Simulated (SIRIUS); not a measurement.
# Cr (Im-3m) in SIRIUS: convergence with density tol

Aim: find how far density tol must go before the results for Cr settle, at LDA. This setting moves, with any that are tied to it; all else stays.

Everything below comes from runs of SIRIUS 7.10.0. Logs are shortened: lines on timing, memory, paths and dates and some standing lists are left out, and cuts for length are marked. The log counts tension as positive stress, the text compression.

## 1. The structure

It takes space group Im-3m (No. 229, cubic). The conventional cell has a = 2.969 Å, b = 2.969 Å, c = 2.969 Å, α = 90.00°, β = 90.00°, γ = 90.00°. Around Cr (site symmetry m-3m) lie 8 Cr at 2.57 Å.

## 2. With density tol 0.01

Contents of sirius.json:

```json
{
  "control": {
    "processing_unit": "cpu",
    "verbosity": 2,
    "num_bands_to_print": 14,
    "print_forces": true,
    "print_stress": true
  },
  "parameters": {
    "electronic_structure_method": "pseudopotential",
    "xc_functionals": ["XC_LDA_X", "XC_LDA_C_PW"],
    "gk_cutoff": 11.0,
    "pw_cutoff": 22.0,
    "ngridk": [8, 8, 8],
    "shiftk": [0, 0, 0],
    "smearing": "fermi_dirac",
    "smearing_width": 0.0018374661,
    "num_bands": 14,
    "num_mag_dims": 1,
    "num_dft_iter": 100,
    "energy_tol": 0.01,
    "density_tol": 0.01
  },
  "iterative_solver": {
    "type": "davidson",
    "min_tolerance": 1e-10
  },
  "mixer": {
    "type": "anderson",
    "beta": 0.5,
    "max_history": 8
  },
  "settings": {
    "tol_ne": 1e-10,
    "smooth_initial_mag": true
  },
  "unit_cell": {
    "lattice_vectors": [
      [-2.805203336453, 2.805203336453, 2.805203336453],
      [2.805203336453, -2.805203336453, 2.805203336453],
      [2.805203336453, 2.805203336453, -2.805203336453]
    ],
    "atom_coordinate_units": "lattice",
    "atom_types": ["Cr"],
    "atom_files": {
      "Cr": "Cr.json"
    },
    "atoms": {
      "Cr": [
        [0.0, 0.0, 0.0, 0.0, 0.0, 3.0]
      ]
    }
  }
}
```

Potentials or basis: PseudoDojo 0.4.1 LDA stringent (scalar relativistic).

Started as:

```sh
> upf_to_json Cr.upf
> OMP_NUM_THREADS=1 sirius.scf --input=sirius.json --output=out.json --task=0
```

It took 47 s on 1 thread of Arm Neoverse V2, shared host; peak memory 0.28 GiB.

Results:

- Free energy: -2477.9567 eV
- Pressure: -38.1 GPa
- Band gap on the k mesh: none (metal or under the smearing width)

## 3. With density tol 0.001

Changes to sirius.json since step 2:

```diff
@@ -20,4 +20,4 @@
     "num_dft_iter": 100,
-    "energy_tol": 0.01,
-    "density_tol": 0.01
+    "energy_tol": 0.001,
+    "density_tol": 0.001
   },
```

Potentials or basis: PseudoDojo 0.4.1 LDA stringent (scalar relativistic).

Started as:

```sh
> upf_to_json Cr.upf
> OMP_NUM_THREADS=1 sirius.scf --input=sirius.json --output=out.json --task=0
```

It took 47 s on 1 thread of Arm Neoverse V2, shared host; peak memory 0.28 GiB.

What came out:

| Property | Result |
| --- | --- |
| Free energy | -2477.9567 eV |
| Pressure | -38.1 GPa |
| Band gap on the k mesh | none (metal or under the smearing width) |

## 4. With density tol 0.0001

Changes to sirius.json since step 3:

```diff
@@ -20,4 +20,4 @@
     "num_dft_iter": 100,
-    "energy_tol": 0.001,
-    "density_tol": 0.001
+    "energy_tol": 0.0001,
+    "density_tol": 0.0001
   },
```

Started as:

```sh
> upf_to_json Cr.upf
> OMP_NUM_THREADS=1 sirius.scf --input=sirius.json --output=out.json --task=0
```

Run time: 47 s. Hardware: 1 thread of Arm Neoverse V2, shared host; peak memory 0.28 GiB.

Results (log left out):

| Property | Result |
| --- | --- |
| Free energy | -2477.9567 eV |
| Pressure | -38.1 GPa |
| Band gap on the k mesh | none (metal or under the smearing width) |

## 5. With density tol 1e-05

Changes to sirius.json since step 4:

```diff
@@ -20,4 +20,4 @@
     "num_dft_iter": 100,
-    "energy_tol": 0.0001,
-    "density_tol": 0.0001
+    "energy_tol": 1e-05,
+    "density_tol": 1e-05
   },
```

Started as:

```sh
> upf_to_json Cr.upf
> OMP_NUM_THREADS=1 sirius.scf --input=sirius.json --output=out.json --task=0
```

It took 47 s on 1 thread of Arm Neoverse V2, shared host; peak memory 0.28 GiB.

It converged, with:

- Free energy: -2477.9567 eV
- Pressure: -38.1 GPa
- Band gap on the k mesh: none (metal or under the smearing width)

## 6. With density tol 1e-06

Changes to sirius.json since step 5:

```diff
@@ -20,4 +20,4 @@
     "num_dft_iter": 100,
-    "energy_tol": 1e-05,
-    "density_tol": 1e-05
+    "energy_tol": 1e-06,
+    "density_tol": 1e-06
   },
```

Potentials or basis: PseudoDojo 0.4.1 LDA stringent (scalar relativistic).

Started as:

```sh
> upf_to_json Cr.upf
> OMP_NUM_THREADS=1 sirius.scf --input=sirius.json --output=out.json --task=0
```

It took 47 s on 1 thread of Arm Neoverse V2, shared host; peak memory 0.28 GiB.

The run converged. Its results:

```
Free energy            : -2477.9567 eV
Pressure               : -38.1 GPa
Band gap on the k mesh : none (metal or under the smearing width)
```

## 7. With density tol 1e-07

Changes to sirius.json since step 6:

```diff
@@ -20,4 +20,4 @@
     "num_dft_iter": 100,
-    "energy_tol": 1e-06,
-    "density_tol": 1e-06
+    "energy_tol": 1e-07,
+    "density_tol": 1e-07
   },
```

Potentials or basis: PseudoDojo 0.4.1 LDA stringent (scalar relativistic).

Started as:

```sh
> upf_to_json Cr.upf
> OMP_NUM_THREADS=1 sirius.scf --input=sirius.json --output=out.json --task=0
```

What it wrote:

```text
[info] SIRIUS version : 7.10.0
[info] number of MPI ranks           : 1
[info] MPI grid                      : 1 1
[info] maximum number of OMP threads : 1
[fft] FFT context for density and potential
[fft] =====================================
[fft]   comm size                             : 1
[fft]   plane wave cutoff                     : 22
[fft]   grid size                             : 40 40 40   total : 64000
[fft]   grid limits                           : -19 20   -19 20   -19 20
[fft]   number of G-vectors within the cutoff : 7854
[fft]   local number of G-vectors             : 7854
[fft]   number of G-shells                    : 426
[fft] FFT context for coarse grid
[fft] =====================================
[fft]   comm size                             : 1
[fft]   plane wave cutoff                     : 22
[fft]   grid size                             : 40 40 40   total : 64000
[fft]   grid limits                           : -19 20   -19 20   -19 20
[fft]   number of G-vectors within the cutoff : 7854
[fft]   local number of G-vectors             : 7854
[fft]   number of G-shells                    : 426
[unit cell] lattice vectors
[unit cell]   a1 :      -2.8052033365      2.8052033365      2.8052033365
[unit cell]   a2 :       2.8052033365     -2.8052033365      2.8052033365
[unit cell]   a3 :       2.8052033365      2.8052033365     -2.8052033365
[unit cell] reciprocal lattice vectors
[unit cell]   b1 :       0.0000000000      1.1199161974      1.1199161974
[unit cell]   b2 :       1.1199161974      0.0000000000      1.1199161974
[unit cell]   b3 :       1.1199161974      1.1199161974      0.0000000000
[unit cell] unit cell volume :        88.29844017 [a.u.^3]
[unit cell] 1/sqrt(omega)    :         0.10642006
[unit cell] MT volume        :         0.00000000 ( 0.00%)
[unit cell] IT volume        :        88.29844017 (100.00%)
[unit cell] number of atom types : 1
[unit cell] type id : 0 symbol : Cr mt_radius :  15.990000 num_atoms : 1
[unit cell] total number of atoms : 1
[unit cell] number of symmetry classes : 1
[unit cell] number of PAW atoms : 0
[unit cell] atom id  type id  class id             position                      vector_field
[unit cell] ------------------------------------------------------------------------------------------
[unit cell]      0        0        0      0.00000   0.00000   0.00000      0.00000   0.00000   3.00000
[unit cell] atom id         position (Cartesian, a.u.)
[unit cell] ---------------------------------------------
[unit cell]      0       0.000000    0.000000    0.000000
[unit cell] class id : 0 atom id : 0
[unit cell] minimum bond length:     4.858755
[unit cell] total number of pseudo wave-functions: 10
[... 402 lines left out ...]
[find] atom                moment                |moment|
[find] --------------------------------------------------------------------------------
[find]    0 [  0.00000,   0.00000,  -0.00000]    0.000000
[find] total charge          : 14.000000
[find] total moment          : [  0.00000,   0.00000,  -0.00000], magnitude : 0.000000
[... 6 lines left out ...]
[find] <rho|V^{H}>                    :      38.67202759
[find] one-electron contribution      :     -31.55775401 (Ha),     -63.11550802 (Ry)
[find] hartree contribution           :      19.33601379
[find] xc contribution                :     -15.27291510
[find] ewald contribution             :     -63.56845392
[find] PAW contribution               :       0.00000000
[find] smearing (-TS)                 :      -0.00011908
[find] SCF correction                 :      -0.00000001
[find] Total energy                   :     -91.06310926 (Ha),    -182.12621851 (Ry)
[find] Free energy (E-TS)             :     -91.06322834 (Ha),    -182.12645668 (Ry)
[find] band gap (eV)                  :       0.00000000
[find] Efermi                         :       0.60315048
[find] iteration : 22, RMS : 8.308444400537e-10, energy difference : -1.203659394378e-11
[find] Hartree energy of density residual : 1.817736591221e-17
[find] bands are converged : true
[find] iterative solver converged : true
[find] converged after 23 SCF iterations!
[find] Charges and magnetic moments
[find] --------------------------------------------------------------------------------
[find] atom                moment                |moment|
[find] --------------------------------------------------------------------------------
[find]    0 [  0.00000,   0.00000,  -0.00000]    0.000000
[find] total charge          : 14.000000
[find] total moment          : [  0.00000,   0.00000,  -0.00000], magnitude : 0.000000
[find] Energy
[find] --------------------------------------------------------------------------------
[find] valence_eval_sum               :      -6.64548292
[find] <rho|V^{XC}>                   :     -13.75975649
[find] <rho|E^{XC}>                   :     -15.27291510
[find] <mag|B^{XC}>                   :      -0.00000000
[find] <rho|V^{H}>                    :      38.67202759
[find] one-electron contribution      :     -31.55775401 (Ha),     -63.11550802 (Ry)
[find] hartree contribution           :      19.33601379
[find] xc contribution                :     -15.27291510
[find] ewald contribution             :     -63.56845392
[find] PAW contribution               :       0.00000000
[find] smearing (-TS)                 :      -0.00011908
[find] SCF correction                 :      -0.00000001
[find] Total energy                   :     -91.06310926 (Ha),    -182.12621851 (Ry)
[find] Free energy (E-TS)             :     -91.06322834 (Ha),    -182.12645668 (Ry)
[find] band gap (eV)                  :       0.00000000
[find] Efermi                         :       0.60315048
[ground_state] === stress tensor components [kbar] ===
[ground_state] === stress_kin ===
[ground_state] -89214.301534    0.000000   -0.000000
[ground_state]     0.000000-89214.301534   -0.000000
[ground_state]    -0.000000   -0.000000-89214.301534
[ground_state] === stress_har ===
[ground_state] -21475.845282    0.000000   -0.000000
[ground_state]     0.000000-21475.845282   -0.000000
[ground_state]    -0.000000   -0.000000-21475.845282
[ground_state] === stress_ewald ===
[ground_state] 70603.294753   -0.000000    0.000000
[ground_state]    -0.00000070603.294753    0.000000
[ground_state]     0.000000    0.00000070603.294753
[ground_state] === stress_vloc ===
[ground_state] 29148.999668   -0.000000    0.000000
[ground_state]    -0.00000029148.999668    0.000000
[ground_state]     0.000000    0.00000029148.999668
[ground_state] === stress_xc ===
[ground_state] -5041.839636    0.000000   -0.000000
[ground_state]     0.000000-5041.839636   -0.000000
[ground_state]    -0.000000   -0.000000-5041.839636
[ground_state] === stress_core ===
[ground_state] 18761.601422   -0.000000    0.000000
[ground_state]    -0.00000018761.601422    0.000000
[ground_state]     0.000000    0.00000018761.601422
[ground_state] === stress_nonloc ===
[ground_state] -2400.723974    0.000000   -0.000000
[ground_state]     0.000000-2400.723974   -0.000000
[ground_state]    -0.000000   -0.000000-2400.723974
[ground_state] === stress_us_nl ===
[ground_state] -2400.723974    0.000000   -0.000000
[ground_state]     0.000000-2400.723974   -0.000000
[ground_state]    -0.000000   -0.000000-2400.723974
[ground_state] === stress_total ===
[ground_state]   381.185419   -0.000000    0.000000
[ground_state]    -0.000000  381.185419    0.000000
[ground_state]     0.000000    0.000000  381.185419
[ground_state] ==== total Forces in Ha/bohr =====
[ground_state] atom:    0, force:       0.0000000      0.0000000      0.0000000
[ground_state] ==== ultrasoft contribution from Qij =====
[ground_state] atom:    0, force:       0.0000000      0.0000000      0.0000000
[ground_state] ==== non-local contribution from Beta-projector =====
[ground_state] atom:    0, force:       0.0000000      0.0000000      0.0000000
[ground_state] ==== contribution from local potential =====
[ground_state] atom:    0, force:       0.0000000      0.0000000      0.0000000
[ground_state] ==== contribution from core density =====
[ground_state] atom:    0, force:       0.0000000      0.0000000      0.0000000
[ground_state] ==== Ewald forces from ions =====
[ground_state] atom:    0, force:       0.0000000      0.0000000      0.0000000
[~DFT_ground_state] local op. applied: 36127
[~DFT_ground_state] evp. work count: 10386.7
[~DFT_ground_state] number of iterative solver steps: 1996
```

Wall time 47 s (1 thread of Arm Neoverse V2, shared host); peak memory 0.28 GiB.

What came out:

```
Free energy            : -2477.9567 eV
Pressure               : -38.1 GPa
Band gap on the k mesh : none (metal or under the smearing width)
```

## 8. Result

```tsv
density tol	energy less the tightest run, at zero smearing (meV/atom)	SCF cycles	CPU time (s)	peak memory (GiB)
0.01	0.00	23	47	0.28
0.001	0.00	23	47	0.28
0.0001	0.00	23	47	0.28
1e-05	0.00	23	47	0.28
1e-06	0.00	23	47	0.28
1e-07	0.00	23	47	0.28
```

Against the tightest run, the energy stays within 1 meV/atom from 0.01 on. The tightest run that finished is the yardstick and may itself not be fully converged.

Caveats: all runs use coarse meshes; the starting moments collapsed, and a magnetic state may lie lower; a pressure of tens of GPa on the cell as given is suspect, and the run, the potentials or the cell itself is likely at fault.
